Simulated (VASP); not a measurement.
## SnO2 (fluorite): one HSE06 single-point calculation in two programs

```xyz
3
Lattice="0.0000 2.5335 2.5335 2.5335 0.0000 2.5335 2.5335 2.5335 0.0000" Properties=species:S:1:pos:R:3 pbc="T T T"
Sn    0.0000    0.0000    0.0000
O     1.2667    1.2667    1.2667
O     3.8002    3.8002    3.8002
```

Datasets and cutoffs are each program's own. VASP's cell holds 26 valence electrons and Ansatz's 26. Ansatz's stress includes a Pulay correction; VASP's doesn't.

Cutoffs: 520 eV in VASP, 420 eV in Ansatz. k meshes: 6×6×6 and 6×6×6.

|  | VASP | Ansatz |
| --- | --- | --- |
| gap between bands v and c | 1.67 eV | 1.68 eV |
| least direct gap | 3.16 eV | 3.17 eV |
| pressure | -1.8 GPa | -2.7 GPa |

Band v is the last that the valence electrons fill when counted band by band, and c is the next. Levels in eV from the top of v, Ansatz:

```json
{"point": "Γ", "v−1": "-1.49", "v": "-1.49", "c": "1.68", "c+1": "8.80"}
{"point": "X", "v−1": "-0.21", "v": "-0.14", "c": "4.86", "c+1": "8.97"}
{"point": "W", "v−1": "-0.36", "v": "0.00", "c": "6.23", "c+1": "10.77"}
{"point": "K", "v−1": "-0.79", "v": "-0.19", "c": "5.92", "c+1": "10.60"}
{"point": "L", "v−1": "-2.32", "v": "-2.32", "c": "6.63", "c+1": "9.76"}
```

VASP:

```json
{"point": "Γ", "v−1": "-1.49", "v": "-1.49", "c": "1.67", "c+1": "8.78"}
{"point": "X", "v−1": "-0.21", "v": "-0.14", "c": "4.84", "c+1": "8.96"}
{"point": "W", "v−1": "-0.36", "v": "0.00", "c": "6.22", "c+1": "10.77"}
{"point": "K", "v−1": "-0.79", "v": "-0.19", "c": "5.91", "c+1": "10.59"}
{"point": "L", "v−1": "-2.33", "v": "-2.33", "c": "6.62", "c+1": "9.76"}
```
